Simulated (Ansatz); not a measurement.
# ZnS (P6_3mc): response to moved atoms and strain

How does ZnS (P6_3mc) push back when it is distorted? Each run changes the relaxed cell in one way.

Computed with Ansatz 0.2.0 (DFT PBEsol, scalar-relativistic, plane waves, PAW, unless a step's input says otherwise).

## Step 1: The starting structure

Symmetry: P6_3mc, No. 186, hexagonal system. The conventional cell has a = 3.782 Å, b = 3.782 Å, c = 6.210 Å, α = 90.00°, β = 90.00°, γ = 120.00°. Around Zn (site symmetry 3m) lie 4 S at 2.32 Å. S (site symmetry 3m) is surrounded by 4 Zn at 2.32 Å.

Structure file:

```cif
data_structure
_symmetry_space_group_name_H-M 'P6_3mc'
_symmetry_Int_Tables_number 186
_cell_length_a 3.7816
_cell_length_b 3.7816
_cell_length_c 6.2097
_cell_angle_alpha 90.000
_cell_angle_beta 90.000
_cell_angle_gamma 120.000
_cell_volume 76.90
loop_
_atom_site_label
_atom_site_type_symbol
_atom_site_symmetry_multiplicity
_atom_site_Wyckoff_symbol
_atom_site_fract_x
_atom_site_fract_y
_atom_site_fract_z
_atom_site_occupancy
Zn1 Zn 2 b 0.33333 0.66667 0.00546 1
S1 S 2 b 0.33333 0.66667 0.37954 1
```

An earlier run at PBEsol left this cell at 19.226 Å³/atom and -0.01 GPa (10×10×6 mesh).

The changes: atom 3 (S) moved 0.02 Å along z; strain e2 = -0.01, atoms carried along.

## Step 2: Atom 3 (S) moved 0.02 Å along z

input.yaml reads:

```yaml
crystal:
  lattice:
    - [3.7816222667, 0.0, 0.0]
    - [-1.8908111334, 3.2749809504, 0.0]
    - [0.0, 0.0, 6.2096508764]
  atoms:
    - { symbol: Zn, position: [0.3333333333, 0.6666666667, 0.0054595352] }
    - { symbol: Zn, position: [0.6666666667, 0.3333333333, 0.5054595352] }
    - { symbol: S, position: [0.3333333333, 0.6666666667, 0.3827612578] }
    - { symbol: S, position: [0.6666666667, 0.3333333333, 0.8795404648] }
basis:
  ecutwfc: 420
  ecutrho_ratio: 4
kpoints:
  mp_grid: { grid: [10, 10, 6] }
hamiltonian:
  xc: pbesol
scf:
  occupations: { method: gaussian, width: 0.05 }
output:
  forces: true
  stress: true
  eigenvalues: true
```

Standard output, shortened:

```text
Warning: RAYON_NUM_THREADS=4 ignored (pool sized by the plan → 4); use --threads N
[...]
Pseudopotentials: kind: paw
Pseudopotential: Zn, paw, valence charge 12, recommended cutoff 420 eV (normal), Zn.paw.azcp
Pseudopotential: S, paw, valence charge 6, recommended cutoff 420 eV (normal), S.paw.azcp
Functional definition: PBEsol
[...]
Crystal: 4 atoms, lattice volume = 76.905 Å³
Basis set: ecut = 420 eV, 1521 PW (Γ), exchange–correlation on 54×54×90 points (8 copies of the dense FFT grid, shifted against one another)
Bands: 22, of which v1, the nominal top of the filled ones, is band 18 counted from 1 (17 counted from 0)
Symmetry: 6 space group operations
Space group: P3m1 (ITA 156), of the structure as read, at distance tolerance 4.3e-5 Å
k-points: 72 of 600 (time reversal used)
[...]
SCF iter   1: F=—  HF=-8334.876651 eV  |F-HF|=—  |Δ(HF+E_count)|=         —  Δρ=5.42e-3  dr2=2.56e-2  ethr=1.77e-3  ⟨swp⟩=5.6  Hψ=7402  notcnv=0
[...]
SCF iter   8: F=-8334.868805 eV  HF=-8334.868805 eV  |F-HF|=5.79e-8  |Δ(HF+E_count)|=   2.38e-7  Δρ=7.41e-6  dr2=3.86e-8  ethr=2.78e-10  ⟨swp⟩=3.0  Hψ=7028  notcnv=0
[...]
SCF converged after 8 iterations
Free energy (F): -8334.868805 eV
[...]
E sigma→0 (E₀):  -8334.868805 eV
Fermi energy:    7.122613 eV
[...]
--- Forces (eV/Å), atoms counted from 1 ---
  atom   1  Zn    -0.00000000    -0.00000000     0.07834325
  atom   2  Zn     0.00000000     0.00000000     0.03641661
  atom   3  S     -0.00000000    -0.00000000    -0.18514607
  atom   4  S      0.00000000     0.00000000     0.07040356
[...]
--- Stress (GPa, compression-positive) ---
        0.166589      -0.000000      -0.000000
        0.000000       0.166589       0.000000
       -0.000000       0.000000      -0.293415
  P = ⅓ Tr σ = 0.0133 GPa (0.133 kbar)
--- Band table (eV; the first three rows and the last of 72) ---
  k-point 0: bands = ["-7.3206", "-6.3282", "-0.4350", "-0.4340", "-0.4340", "-0.3480", "-0.3480", "0.0398", "0.0398", "0.1246", "0.1246", "0.2658", "0.5245", "5.1155", "5.1155", "5.9651", "6.0426", "6.0426", "8.2018", "9.0535", "12.2181", "12.2181"]
[...]
```

Run time: 5.4 s. Hardware: 4 threads of an Arm CPU, shared host; peak memory 0.39 GiB.

Read off: volume 19.226 Å³/atom, pressure 0.01 GPa, mesh gap 2.16 eV.

Forces on the atoms, as numbers:

| atom | x (eV/Å) | y (eV/Å) | z (eV/Å) |
| --- | --- | --- | --- |
| Zn1 | 0.000 | 0.000 | 0.078 |
| Zn2 | 0.000 | 0.000 | 0.036 |
| S3 | 0.000 | 0.000 | -0.185 |
| S4 | 0.000 | 0.000 | 0.070 |

## Step 3: Strain e2 = -0.01, atoms carried along

Edit input.yaml of step 2 so:

```diff
@@ -3,3 +3,3 @@
     - [3.7816222667, 0.0, 0.0]
-    - [-1.8908111334, 3.2749809504, 0.0]
+    - [-1.8908111334, 3.2422311409, 0.0]
     - [0.0, 0.0, 6.2096508764]
@@ -8,3 +8,3 @@
     - { symbol: Zn, position: [0.6666666667, 0.3333333333, 0.5054595352] }
-    - { symbol: S, position: [0.3333333333, 0.6666666667, 0.3827612578] }
+    - { symbol: S, position: [0.3333333333, 0.6666666667, 0.3795404648] }
     - { symbol: S, position: [0.6666666667, 0.3333333333, 0.8795404648] }
```

Standard output, shortened:

```text
Warning: RAYON_NUM_THREADS=4 ignored (pool sized by the plan → 4); use --threads N
[...]
[... 4 set-up lines as earlier in the session ...]
[...]
Crystal: 4 atoms, lattice volume = 76.136 Å³
Basis set: ecut = 420 eV, 1505 PW (Γ), exchange–correlation on 54×54×90 points (8 copies of the dense FFT grid, shifted against one another)
Bands: 22, of which v1, the nominal top of the filled ones, is band 18 counted from 1 (17 counted from 0)
Symmetry: 4 space group operations
Space group: Cmc21 (ITA 36), of the structure as read, at distance tolerance 4.2e-5 Å
k-points: 124 of 600 (time reversal used)
[...]
SCF converged after 7 iterations
Free energy (F): -8334.866678 eV
[...]
E sigma→0 (E₀):  -8334.866678 eV
Fermi energy:    7.290461 eV
[...]
--- Forces (eV/Å), atoms counted from 1 ---
  atom   1  Zn     0.00000000    -0.05541512     0.03958265
  atom   2  Zn    -0.00000000     0.05541512     0.03958265
  atom   3  S      0.00000000    -0.07061279    -0.03957362
  atom   4  S     -0.00000000     0.07061279    -0.03957362
[...]
--- Stress (GPa, compression-positive) ---
        0.474915      -0.000000      -0.000000
       -0.000000       1.676649       0.000000
       -0.000000       0.000000       0.263927
  P = ⅓ Tr σ = 0.8052 GPa (8.052 kbar)
--- Band table (eV; the first three rows and the last of 124) ---
  k-point 0: bands = ["-7.2587", "-6.2556", "-0.3505", "-0.3387", "-0.3359", "-0.2514", "-0.2512", "0.1423", "0.1445", "0.2277", "0.2278", "0.3540", "0.5799", "5.2344", "5.2706", "6.0777", "6.1701", "6.2072", "8.3737", "9.2575", "12.3206", "12.4243"]
[...]
```

Run time: 8.2 s. Hardware: 4 threads of an Arm CPU, shared host; peak memory 0.45 GiB.

This gives: volume 19.034 Å³/atom, pressure 0.81 GPa, gap on the mesh 2.17 eV.

Forces on the atoms, as numbers:

| atom | x (eV/Å) | y (eV/Å) | z (eV/Å) |
| --- | --- | --- | --- |
| Zn1 | 0.000 | -0.055 | 0.040 |
| Zn2 | 0.000 | 0.055 | 0.040 |
| S3 | 0.000 | -0.071 | -0.040 |
| S4 | 0.000 | 0.071 | -0.040 |

## Step 4: The distortions side by side

| change | change of free energy (meV/atom) | largest force (eV/Å) | largest change of stress (GPa) |
| --- | --- | --- | --- |
| atom 3 (S) moved 0.02 Å along z | 0.47 | 0.185 | 0.26 |
| strain e2 = -0.01, atoms carried along | 1.00 | 0.081 | 1.67 |

Moving atom 3 by 0.02 Å meets a restoring force of 0.185 eV/Å along the move, a force constant of about 9.3 eV/Å². The strain e2 = -0.01 changes that stress component by +1.67 GPa (compression positive), a ratio of 167 GPa; that is a secant over a finite strain with the atoms carried along, not the elastic constant. Not one of these changes lowers the energy.
